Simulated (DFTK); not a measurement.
Crystal: Bi.

```
Bi
1.0
    -1.98143    1.98143    1.98143
     1.98143   -1.98143    1.98143
     1.98143    1.98143   -1.98143
Bi
1
Direct
  0.00000 0.00000 0.00000
```

This isn't the form of Bi at room conditions, which is rhombohedral.

* Program: DFTK 0.8.2
* Task: single point
* Functional: PBE
* Potentials or basis: dojo.nc.sr.pbe.v0_4_1.standard.upf (PBE)
* Cutoff: 1007 eV
* k mesh: 9 × 9 × 9
* Occupations: fermi-dirac, width 0.05 eV
* Spin: no spin polarisation

On this cell: pressure 0.9 GPa; band gap on the k mesh none (metal or under the smearing width).

The same run follows on a disturbed copy (cell strained at random at fixed volume):

```
Bi
1.0
    -2.05109    1.93226    1.96372
     2.00913   -1.95414    1.94364
     2.06996    1.97301   -1.98560
Bi
1
Direct
  0.98622 0.98269 0.98033
```

Question: What changes?

Answer: The energy (extrapolated to zero smearing) moves by +6.0 meV/atom; pressure 1.0 GPa; band gap on the k mesh none (metal or under the smearing width).

Stress tensor (GPa, compression positive):
```
 0.26 -0.13  0.44
-0.13  1.33  0.11
 0.44  0.11  1.31
```

Caveats: spin-orbit coupling is left out, which moves the levels of the heavy elements.
